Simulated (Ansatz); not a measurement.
**Bi (bcc): energy against volume**

Method: Ansatz, DFT, PBE, plane waves (420 eV) with PAW, scalar-relativistic.

The cell is scaled uniformly from the relaxed one, with fractional coordinates and shape fixed. Energies are extrapolated to zero smearing, pressures are those at the given smearing. Magnetic state: spin not included.

A Birch-Murnaghan fit gives V₀ = 31.64 Å³/atom, B₀ = 52 GPa, B₀′ = 4.5.

Q: What are the energy above the minimum and the pressure at 30.392 Å³/atom?

A: 8.5 meV/atom and 2.29 GPa as computed.

Q: What are the energy above the minimum and the pressure at 34.191 Å³/atom?

A: 28.8 meV/atom and -3.34 GPa as computed.

Q: What are the energy above the minimum and the pressure at 35.458 Å³/atom?

A: 60.4 meV/atom and -4.53 GPa as computed.
